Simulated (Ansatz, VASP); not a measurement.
## Two plane-wave programs on Ge

File INCAR:

```
ALGO = Normal
EDIFF = 1E-6
ENCUT = 520
GGA = RE
ISIF = 2
ISMEAR = -1
LASPH = True
LCHARG = True
LELF = True
LREAL = False
LVHAR = True
LWAVE = False
NBANDS = 21
NELM = 60
PREC = Accurate
SIGMA = 0.05
```

Contents of KPOINTS:

```
k-points
0
Gamma
  9 9 9
```

POSCAR

```
Ge
1.0
    0.0000000000      2.8258976041      2.8258976041
    2.8258976041      0.0000000000      2.8258976041
    2.8258976041      2.8258976041      0.0000000000
Ge
2
Direct
    0.5000000000      0.5000000000      0.5000000000
    0.7500000000      0.7500000000      0.7500000000
```

Input for Ansatz:

```yaml
crystal:
  lattice:
    - [0.0, 2.8258976041, 2.8258976041]
    - [2.8258976041, 0.0, 2.8258976041]
    - [2.8258976041, 2.8258976041, 0.0]
  atoms:
    - { symbol: Ge, position: [0.5, 0.5, 0.5] }
    - { symbol: Ge, position: [0.75, 0.75, 0.75] }
hamiltonian:
  xc: revpbe
  pseudopotentials:
    kind: paw
    azcp:
      Ge: "pseudopotentials/Ge.paw.azcp"
basis:
  ecutwfc: 420
  fft_grid_basis: typed
kpoints:
  mp_grid: { grid: [9, 9, 9], shift: [0, 0, 0] }
magnetization:
  spin_polarized: false
scf:
  occupations: { method: fermi_dirac, width: 0.05 }
output:
  stress: true
```

Alike in both runs: task single point; functional revPBE; k mesh 9 × 9 × 9; occupations fermi-dirac, width 0.05 eV; no spin polarisation.

|  | VASP | Ansatz |
| --- | --- | --- |
| version | VASP 6.6.1 | Ansatz 0.2.0 |
| potentials or method | VASP PAW PBE potentials, release 64 (Ge_d) | plane waves (420 eV) with PAW, scalar-relativistic |
| plane-wave cutoff (eV) | 520 | 420 |
| valence electrons in the cell | 28 | 28 |

|  | VASP | Ansatz | Ansatz less VASP |
| --- | --- | --- | --- |
| pressure (GPa) | 5.0 | 5.2 | +0.18 |

Caveats: the PAW data sets were made with another functional, which shifts forces and pressure a little (VASP).
